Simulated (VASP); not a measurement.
# KI (Fm-3m) in VASP: notebook

Aim: see how the results for KI move with the level of theory and the settings. Levels: PBEsol, r2SCAN, HSE06. Tasks: band structure, equation of state.

Everything below comes from runs of VASP 6.6.1. Logs are shortened: lines on timing, memory, paths and dates and some standing lists are left out, and cuts for length are marked.

**What was measured.**

From a printed reference work, monograph, for a bulk crystal of KI: band gap 6.32 eV.

The runs below are set against these values where they give the same quantity.

## (1) Starting point

The structure is cubic, space group Fm-3m (No. 225). The conventional cell has a = 7.066 Å, b = 7.066 Å, c = 7.066 Å, α = 90.00°, β = 90.00°, γ = 90.00°. I (site symmetry m-3m) has 6 K at 3.53 Å as nearest neighbours. Around K (site symmetry m-3m) lie 6 I at 3.53 Å.

## (2) Band structure, PBEsol

Contents of POSCAR:

```
KI
1.0
    0.0000000000      3.5327750000      3.5327750000
    3.5327750000      0.0000000000      3.5327750000
    3.5327750000      3.5327750000      0.0000000000
I K
1 1
Direct
    0.5000000000      0.5000000000      0.5000000000
    0.0000000000      0.0000000000      0.0000000000
```

Contents of INCAR.step1:

```
  PREC = Accurate
  ENCUT = 520
  EDIFF = 1E-7
  ISMEAR = 0
  SIGMA = 0.02
  LREAL = F
  LASPH = T
  NELM = 100
  ALGO = Fast
  ISIF = 2
  LWAVE = F
  LCHARG = T
  GGA = PS
  NBANDS = 15
```

Contents of KPOINTS.step1:

```
Automatic mesh
0
Gamma
  8 8 8
```

Contents of INCAR.step2:

```
  PREC = Accurate
  ENCUT = 520
  EDIFF = 1E-7
  ISMEAR = 0
  SIGMA = 0.05
  LREAL = F
  LASPH = T
  NELM = 100
  ALGO = Fast
  ISIF = 2
  LWAVE = F
  LCHARG = F
  GGA = PS
  NBANDS = 15
  ICHARG = 11
```

Contents of KPOINTS.step2:

```
path GXWKGLUWLK,UX
15
line-mode
reciprocal
 0.0000000000  0.0000000000  0.0000000000  G
 0.5000000000  0.0000000000  0.5000000000  X

 0.5000000000  0.0000000000  0.5000000000  X
 0.5000000000  0.2500000000  0.7500000000  W

 0.5000000000  0.2500000000  0.7500000000  W
 0.3750000000  0.3750000000  0.7500000000  K

 0.3750000000  0.3750000000  0.7500000000  K
 0.0000000000  0.0000000000  0.0000000000  G

 0.0000000000  0.0000000000  0.0000000000  G
 0.5000000000  0.5000000000  0.5000000000  L

 0.5000000000  0.5000000000  0.5000000000  L
 0.6250000000  0.2500000000  0.6250000000  U

 0.6250000000  0.2500000000  0.6250000000  U
 0.5000000000  0.2500000000  0.7500000000  W

 0.5000000000  0.2500000000  0.7500000000  W
 0.5000000000  0.5000000000  0.5000000000  L

 0.5000000000  0.5000000000  0.5000000000  L
 0.3750000000  0.3750000000  0.7500000000  K

 0.6250000000  0.2500000000  0.6250000000  U
 0.5000000000  0.0000000000  0.5000000000  X
```

Potentials or basis: VASP PAW PBE potentials, release 64 (I, K_sv).

Started as:

```
$ cat potpaw_PBE.64/I/POTCAR potpaw_PBE.64/K_sv/POTCAR > POTCAR
$ cp INCAR.step1 INCAR
$ cp KPOINTS.step1 KPOINTS
$ mpirun -np 1 vasp_std > vasp.out
$ cp INCAR.step2 INCAR
$ cp KPOINTS.step2 KPOINTS
$ mpirun -np 1 vasp_std > vasp.out
```

OUTCAR:

```text
PREC = Accurate
   ENCUT = 520
   EDIFF = 1E-7
   ISMEAR = 0
   LREAL = F
   LASPH = T
   NELM = 100
   ISIF = 2
   GGA = PS
   ICHARG = 11

 ion  position               nearest neighbor table
   1  0.500  0.500  0.500-   2 3.53   2 3.53   2 3.53   2 3.53   2 3.53   2 3.53
   2  0.000  0.000  0.000-   1 3.53   1 3.53   1 3.53   1 3.53   1 3.53   1 3.53

  LATTYP: Found a face centered cubic cell.
 ALAT       =     7.0655500000

  Lattice vectors:

 A1 = (   0.0000000000,   3.5327750000,   3.5327750000)
 A2 = (   3.5327750000,   0.0000000000,   3.5327750000)
 A3 = (   3.5327750000,   3.5327750000,   0.0000000000)

Analysis of symmetry for initial positions (statically):
=====================================================================
 Subroutine PRICEL returns:
 Original cell was already a primitive cell.

 Routine SETGRP: Setting up the symmetry group for a
 face centered cubic supercell.

 Subroutine GETGRP returns: Found 48 space group operations
 (whereof 48 operations were pure point group operations)
 out of a pool of 48 trial point group operations.

The static configuration has the point symmetry O_h .

Analysis of symmetry for dynamics (positions and initial velocities):
=====================================================================
 Subroutine PRICEL returns:
 Original cell was already a primitive cell.

 Routine SETGRP: Setting up the symmetry group for a
 face centered cubic supercell.

 Subroutine GETGRP returns: Found 48 space group operations
 (whereof 48 operations were pure point group operations)
 out of a pool of 48 trial point group operations.

The dynamic configuration has the point symmetry O_h .

 Subroutine INISYM returns: Found 48 space group operations
 (whereof 48 operations are pure point group operations),
 and found     1 'primitive' translations

----------------------------------------------------------------------------------------

                                     Primitive cell

  volume of cell :      88.1816

  direct lattice vectors                    reciprocal lattice vectors
     0.000000000  3.532775000  3.532775000    -0.141531799  0.141531799  0.141531799
     3.532775000  0.000000000  3.532775000     0.141531799 -0.141531799  0.141531799
     3.532775000  3.532775000  0.000000000     0.141531799  0.141531799 -0.141531799

  length of vectors
     4.996098318  4.996098318  4.996098318     0.245140266  0.245140266  0.245140266

  position of ions in fractional coordinates (direct lattice)
     0.500000000  0.500000000  0.500000000
     0.000000000  0.000000000  0.000000000

  ion indices of the primitive-cell ions
   primitive index   ion index
                 1           1
                 2           2

----------------------------------------------------------------------------------------

 KPOINTS: path GXWKGLUWLK,UX

Interpolating k-points between supplied coordinates.

 Line segments in fractional coordinates (reciprocal lattice):
    0.000000  0.000000  0.000000  ...  0.500000  0.000000  0.500000
    0.500000  0.000000  0.500000  ...  0.500000  0.250000  0.750000
    0.500000  0.250000  0.750000  ...  0.375000  0.375000  0.750000
    0.375000  0.375000  0.750000  ...  0.000000  0.000000  0.000000
    0.000000  0.000000  0.000000  ...  0.500000  0.500000  0.500000
    0.500000  0.500000  0.500000  ...  0.625000  0.250000  0.625000
    0.625000  0.250000  0.625000  ...  0.500000  0.250000  0.750000
    0.500000  0.250000  0.750000  ...  0.500000  0.500000  0.500000
    0.500000  0.500000  0.500000  ...  0.375000  0.375000  0.750000
    0.625000  0.250000  0.625000  ...  0.500000  0.000000  0.500000

 Generated    15 points on each line segment, for a total of    150 k-points:

 Following reciprocal coordinates:
            Coordinates               Weight
  0.000000  0.000000  0.000000      0.006667
  0.035714  0.000000  0.035714      0.006667
  0.071429  0.000000  0.071429      0.006667
  0.107143  0.000000  0.107143      0.006667
  0.142857  0.000000  0.142857      0.006667
  0.178571  0.000000  0.178571      0.006667
[... 16 lines left out ...]
  0.500000  0.125000  0.625000      0.006667
  0.500000  0.142857  0.642857      0.006667
 [... further k-points ...]
   k-points           NKPTS =    150   k-points in BZ     NKDIM =    150   number of bands    NBANDS=     15
   number of dos      NEDOS =    301   number of ions     NIONS =      2
   total plane-waves  NPLWV =  64000
   dimension x,y,z NGX =    40 NGY =   40 NGZ =   40
   dimension x,y,z NGXF=    80 NGYF=   80 NGZF=   80
   ions per type =               1   1
   NGX,Y,Z   is equivalent  to a cutoff of  13.31, 13.31, 13.31 a.u.
   NGXF,Y,Z  is equivalent  to a cutoff of  26.62, 26.62, 26.62 a.u.
 SYSTEM =  unknown system
   PREC   = accura    normal or accurate (medium, high low for compatibility)
   ISTART =      0    job   : 0-new  1-cont  2-samecut
   ICHARG =     11    charge: 1-file 2-atom 10-const
   ISPIN  =      1    spin polarized calculation?
   LNONCOLLINEAR =      F non collinear calculations
   LSORBIT =      F    spin-orbit coupling
   LASPH  =      T    aspherical Exc in radial PAW
   ENCUT  =  520.0 eV  38.22 Ry    6.18 a.u.   9.29  9.29  9.29*2*pi/ulx,y,z
   NELM   =    100;   NELMIN=  2; NELMDL=  0     # of ELM steps
   EDIFF  = 0.1E-06   stopping-criterion for ELM
   LREAL  =      F    real-space projection
   EDIFFG = 0.1E-05   stopping-criterion for IOM
   NSW    =      0    number of steps for IOM
   IBRION =     -1    ionic relax: 0-MD 1-quasi-New 2-CG
   NFREE  =      0    steps in history (QN), initial steepest desc. (CG)
   ISIF   =      2    stress and relaxation
   ISYM   =      2    0-nonsym 1-usesym 2-fastsym
   POTIM  = 0.5000    time-step for ionic-motion
   TEBEG  =    0.0;   TEEND  =   0.0 temperature during run
   PSTRESS=    0.0 pullay stress
   NELECT =      16.0000    total number of electrons
   NUPDOWN=      -1.0000    fix difference up-down
   EMIN   =  10.00;   EMAX   =-10.00  energy-range for DOS
   EFERMI =   0.00;   METHOD = LEGACY
   ISMEAR =     0;   SIGMA  =   0.05  broadening in eV -4-tet -1-fermi 0-gaus
   EFERMI_NEDOS =   21; number of points for ismear=-14 and -15
   IALGO  =     68    algorithm
   IMIX   =      4    mixing-type and parameters
     AMIX     =   0.40;   BMIX     =  1.00
     AMIX_MAG =   1.60;   BMIX_MAG =  1.00
  volume/ion in A,a.u.               =      44.09       297.54
  Fermi-wavevector in a.u.,A,eV,Ry     =   0.926806  1.751409 11.686988  0.858969
  Thomas-Fermi vector in A             =   2.052808
   LORBIT       =      0    0 simple, 1 ext, 2 COOP (PROOUT), +10 PAW based schemes
   GGA     = PS    functional components
   LHFCALC =     F    Hartree Fock is set to
   AEXX    =    0.0000 exact exchange contribution
   IVDW    =     0    specifies the selected vdW correction
   LEPSILON=     F    determine dielectric tensor
   LRPA    =     F    only Hartree local field effects (RPA)
 non-spin polarized calculation
 RMM-DIIS sequential band-by-band and
 Gauss-broadening in eV      SIGMA  =   0.05
  energy-cutoff  :      520.00
  volume of cell :       88.18
 maximum number of plane-waves:      2421
 NGX is ok and might be reduce to    40

 number of electron      15.9999999 magnetization

 Free energy of the ion-electron system (eV)
  ---------------------------------------------------
  ext. energy  EPLUGINS =         0.00000000
  ---------------------------------------------------
  free energy    TOTEN  =        -5.80949523 eV

  energy without entropy =       -5.80949523  energy(sigma->0) =       -5.80949523

 E-fermi :  -0.2261     XC(G=0):  -7.3417

 val. band max:       -0.5085459548   @ k =   0.0000   0.0000   0.0000
 cond. band min:       3.3056074123   @ k =   0.0000   0.0000   0.0000
 fundamental gap:      3.8141533670
 Fermi energy:        -0.2261497920

 k-point     1 :       0.0000    0.0000    0.0000
  band No.  band energies     occupation
      1     -28.8344      2.00000
      2     -12.3869      2.00000
      3     -12.3869      2.00000
      4     -12.3869      2.00000
      5     -11.0457      2.00000
      6      -0.5085      2.00000
      7      -0.5085      2.00000
      8      -0.5085      2.00000
      9       3.3056      0.00000
     10       5.9200      0.00000
     11       5.9200      0.00000
     12       5.9200      0.00000
     13       6.6601      0.00000
     14       6.6601      0.00000
     15       9.0971      0.00000

 k-point     2 :       0.0357    0.0000    0.0357
  band No.  band energies     occupation
      1     -28.8344      2.00000
      2     -12.3896      2.00000
      3     -12.3871      2.00000
      4     -12.3871      2.00000
      5     -11.0404      2.00000
      6      -0.5417      2.00000
      7      -0.5145      2.00000
      8      -0.5145      2.00000
      9       3.3526      0.00000
     10       5.8819      0.00000
     11       5.9514      0.00000
     12       5.9514      0.00000
     13       6.6690      0.00000
     14       6.6900      0.00000
     15       9.1609      0.00000

 k-point     3 :       0.0714    0.0000    0.0714
  band No.  band energies     occupation
      1     -28.8343      2.00000
      2     -12.3974      2.00000
      3     -12.3878      2.00000
      4     -12.3878      2.00000
      5     -11.0254      2.00000
      6      -0.6335      2.00000
      7      -0.5319      2.00000
      8      -0.5319      2.00000
      9       3.4847      0.00000
     10       5.7769      0.00000
     11       6.0449      0.00000
     12       6.0449      0.00000
     13       6.6955      0.00000
     14       6.7779      0.00000
     15       9.3426      0.00000
[... 343 lines left out ...]
 k-point    23 :       0.5000    0.1250    0.6250
  band No.  band energies     occupation
      1     -28.8316      2.00000
      2     -12.4302      2.00000
      3     -12.4248      2.00000
      4     -12.4101      2.00000
      5     -10.8687      2.00000
      6      -1.4546      2.00000
      7      -1.0048      2.00000
      8      -1.0046      2.00000
      9       4.7451      0.00000
     10       5.5735      0.00000
     11       7.2659      0.00000
     12       7.7588      0.00000
     13       7.9513      0.00000
     14       9.1219      0.00000
     15       9.3833      0.00000

 k-point    24 :       0.5000    0.1429    0.6429
  band No.  band energies     occupation
      1     -28.8316      2.00000
      2     -12.4290      2.00000
      3     -12.4288      2.00000
      4     -12.4113      2.00000
      5     -10.8616      2.00000
      6      -1.4327      2.00000
      7      -1.0371      2.00000
      8      -1.0311      2.00000
      9       4.8692      0.00000
     10       5.6721      0.00000
     11       7.0675      0.00000
     12       7.7737      0.00000
     13       7.9460      0.00000
     14       9.1256      0.00000
     15       9.4360      0.00000

 [... further k-points ...]
[... 5 lines left out ...]
  --------------------------------------------------------------------------------------
  -------------------------------------------------------------------------------------
  Total        0.1905248      0.1905248      0.1905248      0.0000000      0.0000000      0.0000000
  in kB        3.4616587      3.4616587      3.4616587      0.0000000      0.0000000      0.0000000
  external PRESSURE =       3.4616587 kB  Pullay stress =       0.0000000 kB

 VOLUME and BASIS-vectors are now :
 -----------------------------------------------------------------------------
  energy-cutoff  :      520.00
  volume of cell :       88.18
      direct lattice vectors                 reciprocal lattice vectors
     0.000000000  3.532775000  3.532775000    -0.141531799  0.141531799  0.141531799
     3.532775000  0.000000000  3.532775000     0.141531799 -0.141531799  0.141531799
     3.532775000  3.532775000  0.000000000     0.141531799  0.141531799 -0.141531799

 POSITION                                       TOTAL-FORCE (eV/Angst)
 -----------------------------------------------------------------------------------
      3.53277      3.53277      3.53277         0.000000     -0.000000     -0.000000
      0.00000      0.00000      0.00000        -0.000000      0.000000      0.000000
 -----------------------------------------------------------------------------------
    total drift:                                0.000000     -0.000000     -0.000000

  FREE ENERGIE OF THE ION-ELECTRON SYSTEM (eV)
  ---------------------------------------------------
  free  energy   TOTEN  =        -5.8094952292 eV

  energy  without entropy=       -5.8094952292  energy(sigma->0) =       -5.80949523
```

Run time: 5.6 min. Hardware: 1 thread of AMD EPYC 7R43 (Zen 3), shared host; peak memory 0.32 GiB.

Results:

```yaml
Band_gap_on_the_k_mesh: 3.81 eV, direct
Band_gap_along_the_path: 3.81 eV, direct
```

Levels at the corners of the path, in eV from the valence-band top:
| point | band 6 | band 7 | band 8 | band 9 | band 10 | band 11 |
| --- | --- | --- | --- | --- | --- | --- |
| Γ | 0.00 | 0.00 | 0.00 | 3.81 | 6.43 | 6.43 |
| X | -1.02 | -0.37 | -0.37 | 4.83 | 5.67 | 8.07 |
| X | -1.02 | -0.37 | -0.37 | 4.83 | 5.67 | 8.07 |
| W | -0.74 | -0.74 | -0.61 | 6.36 | 6.36 | 6.56 |
| W | -0.74 | -0.74 | -0.61 | 6.36 | 6.36 | 6.56 |
| K | -0.88 | -0.77 | -0.39 | 5.50 | 6.55 | 7.51 |
| K | -0.88 | -0.77 | -0.39 | 5.50 | 6.55 | 7.51 |
| Γ | 0.00 | 0.00 | 0.00 | 3.81 | 6.43 | 6.43 |
| Γ | 0.00 | 0.00 | 0.00 | 3.81 | 6.43 | 6.43 |
| L | -1.35 | -0.34 | -0.34 | 5.38 | 7.61 | 8.07 |
| L | -1.35 | -0.34 | -0.34 | 5.38 | 7.61 | 8.07 |
| U | -0.88 | -0.77 | -0.39 | 5.50 | 6.55 | 7.51 |
| U | -0.88 | -0.77 | -0.39 | 5.50 | 6.55 | 7.51 |
| W | -0.74 | -0.74 | -0.61 | 6.36 | 6.36 | 6.56 |
| W | -0.74 | -0.74 | -0.61 | 6.36 | 6.36 | 6.56 |
| L | -1.35 | -0.34 | -0.34 | 5.38 | 7.61 | 8.07 |
| L | -1.35 | -0.34 | -0.34 | 5.38 | 7.61 | 8.07 |
| K | -0.88 | -0.77 | -0.39 | 5.50 | 6.55 | 7.51 |
| U | -0.88 | -0.77 | -0.39 | 5.50 | 6.55 | 7.51 |
| X | -1.02 | -0.37 | -0.37 | 4.83 | 5.67 | 8.07 |

Caveat: the log is that of the step along the path at fixed density, whose energy, stress, charges and moments have no meaning; the PAW data sets were made with another functional, which shifts forces and pressure a little; spin-orbit coupling is left out, which moves the levels of the heavy elements.

## (3) Band structure, r2SCAN

Contents of INCAR:

```
  PREC = Accurate
  ENCUT = 520
  EDIFF = 1E-7
  ISMEAR = 0
  SIGMA = 0.02
  LREAL = F
  LASPH = T
  NELM = 100
  ALGO = Normal
  ISIF = 2
  LWAVE = F
  LCHARG = F
  METAGGA = R2SCAN
  LMIXTAU = T
  NBANDS = 15
```

Contents of KPOINTS:

```
Automatic mesh
0
Gamma
  8 8 8
```

POSCAR is that of step 2.

Contents of KPOINTS_OPT:

```
path GXWKGLUWLK,UX
15
line-mode
reciprocal
 0.0000000000  0.0000000000  0.0000000000  G
 0.5000000000  0.0000000000  0.5000000000  X

 0.5000000000  0.0000000000  0.5000000000  X
 0.5000000000  0.2500000000  0.7500000000  W

 0.5000000000  0.2500000000  0.7500000000  W
 0.3750000000  0.3750000000  0.7500000000  K

 0.3750000000  0.3750000000  0.7500000000  K
 0.0000000000  0.0000000000  0.0000000000  G

 0.0000000000  0.0000000000  0.0000000000  G
 0.5000000000  0.5000000000  0.5000000000  L

 0.5000000000  0.5000000000  0.5000000000  L
 0.6250000000  0.2500000000  0.6250000000  U

 0.6250000000  0.2500000000  0.6250000000  U
 0.5000000000  0.2500000000  0.7500000000  W

 0.5000000000  0.2500000000  0.7500000000  W
 0.5000000000  0.5000000000  0.5000000000  L

 0.5000000000  0.5000000000  0.5000000000  L
 0.3750000000  0.3750000000  0.7500000000  K

 0.6250000000  0.2500000000  0.6250000000  U
 0.5000000000  0.0000000000  0.5000000000  X
```

Potentials or basis: VASP PAW PBE potentials, release 64 (I, K_sv).

Started as:

```
$ cat potpaw_PBE.64/I/POTCAR potpaw_PBE.64/K_sv/POTCAR > POTCAR
$ mpirun -np 1 vasp_std > vasp.out
```

It took 16 min on 1 thread of AMD EPYC 7R43 (Zen 3), shared host; peak memory 0.22 GiB.

Results (log left out):

```yaml
Free_energy: -33.9838 eV
Pressure: 0.1 GPa
Band_gap_on_the_k_mesh: 4.61 eV, direct
Band_gap_along_the_path: 4.61 eV, direct
```

Levels at the corners of the path, in eV from the valence-band top:
```tsv
point	band 6	band 7	band 8	band 9	band 10	band 11
Γ	0.00	0.00	0.00	4.61	7.05	7.05
X	-1.02	-0.37	-0.37	5.37	6.50	8.83
X	-1.02	-0.37	-0.37	5.37	6.50	8.83
W	-0.74	-0.74	-0.60	6.97	6.97	7.38
W	-0.74	-0.74	-0.60	6.97	6.97	7.38
K	-0.87	-0.76	-0.39	6.09	7.37	8.18
K	-0.87	-0.76	-0.39	6.09	7.37	8.18
Γ	0.00	0.00	0.00	4.61	7.05	7.05
Γ	0.00	0.00	0.00	4.61	7.05	7.05
L	-1.32	-0.34	-0.34	6.02	8.34	8.77
L	-1.32	-0.34	-0.34	6.02	8.34	8.77
U	-0.87	-0.76	-0.39	6.09	7.37	8.18
U	-0.87	-0.76	-0.39	6.09	7.37	8.18
W	-0.74	-0.74	-0.60	6.97	6.97	7.38
W	-0.74	-0.74	-0.60	6.97	6.97	7.38
L	-1.32	-0.34	-0.34	6.02	8.34	8.77
L	-1.32	-0.34	-0.34	6.02	8.34	8.77
K	-0.87	-0.76	-0.39	6.09	7.37	8.18
U	-0.87	-0.76	-0.39	6.09	7.37	8.18
X	-1.02	-0.37	-0.37	5.37	6.50	8.83
```

Caveat: the PAW data sets were made with another functional, which shifts forces and pressure a little; spin-orbit coupling is left out, which moves the levels of the heavy elements.

## (4) Equation of state, HSE06, 43.83 Å³/atom (a relaxed cell with its volume scaled by 0.96)

Contents of POSCAR:

```
KI                                      
1.0
    0.0000000000      3.5257878747      3.5257878747
    3.5257878747     -0.0000000000      3.5257878747
    3.5257878747      3.5257878747      0.0000000000
  I               K             
     1     1
Direct
     0.5000000000000000    0.5000000000000000    0.5000000000000000
     0.0000000000000000    0.0000000000000000    0.0000000000000000
```

Contents of INCAR.step1:

```
PREC = Accurate ; ENCUT = 520
EDIFF = 1E-5 ; ISMEAR = 0
SIGMA = 0.02 ; LREAL = F
LASPH = T ; NELM = 100
ALGO = Normal ; ISIF = 2
LWAVE = T ; LCHARG = F
GGA = PE ; KPAR = 4
```

Contents of INCAR.step2:

```
PREC = Accurate ; ENCUT = 520
EDIFF = 1E-7 ; ISMEAR = 0
SIGMA = 0.02 ; LREAL = F
LASPH = T ; NELM = 100
ALGO = Normal ; ISIF = 2
LWAVE = F ; LCHARG = F
GGA = PE ; LHFCALC = T
HFSCREEN = 0.2 ; PRECFOCK = Fast
ISTART = 1 ; KPAR = 4
```

Contents of KPOINTS:

```
Automatic mesh
0
Gamma
  4 4 4
```

Started as:

```
$ cat potpaw_PBE.64/I/POTCAR potpaw_PBE.64/K_sv/POTCAR > POTCAR
$ cp INCAR.step1 INCAR
$ mpirun -np 4 vasp_std > vasp.out
$ cp INCAR.step2 INCAR
$ mpirun -np 4 vasp_std > vasp.out
```

Wall time 32 s (4 MPI ranks of Intel Xeon 6975P-C (Granite Rapids), shared host); peak memory 0.32 GiB.

It converged, with:

* Free energy: -6.4145 eV
* Pressure: 0.5 GPa
* Band gap on the k mesh: 4.99 eV, direct

Caveat: the PAW data sets were made with another functional, which shifts forces and pressure a little; spin-orbit coupling is left out, which moves the levels of the heavy elements.

(Continued in part 2 of 2.)
